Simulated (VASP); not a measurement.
# ZnS (Wurtzite-2H) (P6_3mc) in VASP: further runs, part 2 of 2

VASP 6.6.1. Earlier steps stand in the parts before.

## (3) Phonons, PBE

The input, POSCAR:

```
ZnS
1.0
    3.8110000000      0.0000000000      0.0000000000
   -1.9055000000      3.3004228138      0.0000000000
    0.0000000000      0.0000000000      6.2340000000
Zn S
2 2
Direct
    0.6666666667      0.3333333333      0.5000000000
    0.3333333333      0.6666666667      0.0000000000
    0.6666666667      0.3333333333      0.8850000000
    0.3333333333      0.6666666667      0.3850000000
```

The input, INCAR.step1:

```
PREC = Accurate ; ENCUT = 600
EDIFF = 1E-8 ; ISMEAR = -1
SIGMA = 0.05 ; LREAL = False
LASPH = True ; NELM = 100
ALGO = Normal ; ISIF = 3
LWAVE = False ; LCHARG = False
GGA = PE ; IBRION = 2
NSW = 40 ; EDIFFG = -0.002
```

The input, INCAR.step2:

```
PREC = Accurate ; ENCUT = 600
EDIFF = 1E-8 ; ISMEAR = -1
SIGMA = 0.05 ; LREAL = False
LASPH = True ; NELM = 100
ALGO = Normal ; ISIF = 2
LWAVE = False ; LCHARG = False
GGA = PE ; IBRION = 6
NFREE = 2 ; POTIM = 0.015
NSW = 1
```

The input, KPOINTS:

```
Automatic mesh
0
Gamma
  6 6 4
```

Potentials or basis: VASP PAW PBE potentials, release 64 (Zn, S).

Started as:

```sh
cat potpaw_PBE.64/Zn/POTCAR potpaw_PBE.64/S/POTCAR > POTCAR
cp INCAR.step1 INCAR
mpirun -np 1 vasp_std > vasp.out
cp CONTCAR POSCAR
cp INCAR.step2 INCAR
mpirun -np 1 vasp_std > vasp.out
```

OUTCAR:

```text
PREC = Accurate
   ENCUT = 600
   EDIFF = 1E-8
   ISMEAR = -1
   LREAL = False
   LASPH = True
   NELM = 100
   ISIF = 2
   GGA = PE
   IBRION = 6
   NFREE = 2
   POTIM = 0.015
   NSW = 1

 ion  position               nearest neighbor table
   1  0.667  0.333  0.505-   4 2.36   4 2.36   4 2.36   3 2.36
   2  0.333  0.667  0.005-   3 2.36   3 2.36   3 2.36   4 2.36
   3  0.667  0.333  0.880-   2 2.36   2 2.36   2 2.36   1 2.36
   4  0.333  0.667  0.380-   1 2.36   1 2.36   1 2.36   2 2.36

  LATTYP: Found a hexagonal cell.
 ALAT       =     3.8481521195
 C/A-ratio  =     1.6395662142

  Lattice vectors:

 A1 = (   3.8481521195,   0.0000000000,   0.0000000000)
 A2 = (  -1.9240760598,   3.3325974931,   0.0000000000)
 A3 = (   0.0000000000,   0.0000000000,   6.3093002021)

Analysis of symmetry for initial positions (statically):
[... 506 lines left out ...]
      6      -4.2587      2.00000
[... 620 lines left out ...]
  FREE ENERGIE OF THE ION-ELECTRON SYSTEM (eV)
  ---------------------------------------------------
  free  energy   TOTEN  =       -13.6898275356 eV

  energy  without entropy=      -13.6898275355  energy(sigma->0) =      -13.68982754

 INTERNAL STRAIN TENSORS FROM DISPLACED ATOMS
 ============================================

 INTERNAL STRAIN TENSOR FOR ION    1 for displacements in x,y,z  (eV/Angst):
          X           Y           Z          XY          YZ          ZX
  --------------------------------------------------------------------------------
  x     0.00000     0.00000     0.00000     4.01134     0.00000    -3.10109
  y     4.01134    -4.01134     0.00000     0.00000    -3.10110     0.00000
  z    -2.99681    -2.99681     5.39899     0.00000     0.00000     0.00000

 INTERNAL STRAIN TENSOR FOR ION    4 for displacements in x,y,z  (eV/Angst):
          X           Y           Z          XY          YZ          ZX
  --------------------------------------------------------------------------------
  x     0.00000     0.00000     0.00000    -5.55770     0.00000     3.10142
  y    -5.55770     5.55770     0.00000    -0.00000     3.10143    -0.00000
  z     2.99934     2.99934    -5.40191     0.00000     0.00000     0.00000

 Eigenvectors and eigenvalues of the dynamical matrix
 ----------------------------------------------------

   1 f  =    9.628982 THz    60.500677 2PiTHz  321.188259 cm-1    39.822251 meV
             X         Y         Z           dx          dy          dz
      1.924076  1.110866  3.187635     0.000000    0.000000    0.114226
     -0.000000  2.221732  0.032985    -0.000000   -0.000000   -0.114226
      1.924076  1.110866  5.550746     0.000000    0.000000   -0.697820
     -0.000000  2.221732  2.396096    -0.000000   -0.000000    0.697820
[... 71 lines left out ...]
  12 f/i=    0.015701 THz     0.098653 2PiTHz    0.523733 cm-1     0.064935 meV
             X         Y         Z           dx          dy          dz
      1.924076  1.110866  3.187635     0.000000    0.000000    0.580036
     -0.000000  2.221732  0.032985     0.000000    0.000000    0.580036
      1.924076  1.110866  5.550746     0.000000    0.000000    0.404423
     -0.000000  2.221732  2.396096     0.000000    0.000000    0.404423

 ELASTIC MODULI CONTR FROM IONIC RELAXATION (kBar)
 Direction    XX          YY          ZZ          XY          YZ          ZX
 --------------------------------------------------------------------------------
 XX        -255.2213    118.7121    122.9473     -0.0000      0.0000     -0.0000
 YY         118.7121   -255.2213    122.9473      0.0000      0.0000      0.0000
 ZZ         122.9473    122.9473   -221.4657     -0.0000     -0.0000      0.0000
 XY          -0.0000      0.0000     -0.0000   -186.9667     -0.0000      0.0000
 YZ          -0.0000      0.0000     -0.0000     -0.0000    -69.9258     -0.0000
 ZX          -0.0000      0.0000      0.0000      0.0000     -0.0000    -69.9256
 --------------------------------------------------------------------------------
```

OUTCAR.step1:

```text
PREC = Accurate
   ENCUT = 600
   EDIFF = 1E-8
   ISMEAR = -1
   LREAL = False
   LASPH = True
   NELM = 100
   ISIF = 3
   GGA = PE
   IBRION = 2
   NSW = 40
   EDIFFG = -0.002

[... 474 lines left out ...]
 fundamental gap:      2.0724520710
 Fermi energy:         2.8942805252

 k-point     1 :       0.0000    0.0000    0.0000
  band No.  band energies     occupation
      1     -11.0975      2.00000
      2     -10.2119      2.00000
      3      -4.3539      2.00000
      4      -4.3420      2.00000
      5      -4.3420      2.00000
      6      -4.2642      2.00000
[... 545 lines left out ...]
  FREE ENERGIE OF THE ION-ELECTRON SYSTEM (eV)
  ---------------------------------------------------
  free  energy   TOTEN  =       -13.6903575257 eV

  energy  without entropy=      -13.6903575256  energy(sigma->0) =      -13.69035753

 reached required accuracy - stopping structural energy minimisation
```

OSZICAR.step1:

```text
N       E                     dE             d eps       ncg     rms          rms(c)
DAV:   1     0.252041499794E+03    0.25204E+03   -0.19033E+04   924   0.218E+03
DAV:   2     0.955212790624E+01   -0.24249E+03   -0.23682E+03   972   0.410E+02
[... 97 lines left out ...]
DAV:   1    -0.136903776732E+02   -0.26137E-04   -0.28263E-03  1050   0.508E-01    0.416E-02
DAV:   2    -0.136903598232E+02    0.17850E-04   -0.18645E-04  1172   0.243E-01    0.161E-02
DAV:   3    -0.136903580473E+02    0.17759E-05   -0.81715E-06  1038   0.226E-02    0.884E-03
DAV:   4    -0.136903574631E+02    0.58416E-06   -0.11434E-06   990   0.859E-03    0.239E-03
DAV:   5    -0.136903575011E+02   -0.37937E-07   -0.21851E-07  1354   0.952E-03    0.109E-03
DAV:   6    -0.136903575313E+02   -0.30244E-07   -0.85467E-08   912   0.396E-03    0.611E-04
DAV:   7    -0.136903575257E+02    0.56111E-08   -0.77622E-09   480   0.222E-03
   8 F= -.13690358E+02 E0= -.13690358E+02  d E =-.598832E-05
```

It took 6.5 min on 1 thread of Intel Xeon 6975P-C (Granite Rapids), shared host; peak memory 0.4 GiB.

Results:

* Relaxed volume: 20.23 Å³/atom
* Relaxed cell: a = 3.848 Å, b = 3.848 Å, c = 6.309 Å, α = 90.00°, β = 90.00°, γ = 120.00°
* Space group after relaxing (to 0.05 Å): P6_3mc (No. 186)
* Highest phonon frequency at Γ, LO-TO splitting left out: 321 cm⁻¹

Step by step:
```csv
step,energy change (eV),largest force (eV/Å),pressure (GPa),volume (Å³)
1,0.0000,0.3238,2.50,78.41
2,-0.0318,0.0907,-0.82,81.93
3,-0.0332,0.1289,-0.30,81.31
4,-0.0364,0.0715,-0.09,81.05
5,-0.0378,0.0000,0.16,80.75
6,-0.0393,0.0040,0.02,80.89
7,-0.0394,0.0050,-0.01,80.93
8,-0.0395,0.0009,0.01,80.91
```

Final structure:
```
Zn S
1.0
     3.84815    0.00000    0.00000
    -1.92408    3.33260    0.00000
     0.00000    0.00000    6.30930
Zn S
2 2
Direct
  0.66667 0.33333 0.50523
  0.33333 0.66667 0.00523
  0.66667 0.33333 0.87977
  0.33333 0.66667 0.37977
```

Phonon frequencies in cm⁻¹ (negative: imaginary):
```
              q point                               frequencies
(0.000, 0.000, 0.000)  -1 0 0 69 69 187 257 263 263 268 268 321
```

## (4) Against experiment

Step 2. Measured gap of ZnS: 3.911 eV (direct; 4 K; a printed reference work, monograph). This calculation gives 2.02 eV (-1.89 eV). The value is that of LDA, without temperature or zero-point motion. Semilocal functionals fall short of measured gaps as a rule.
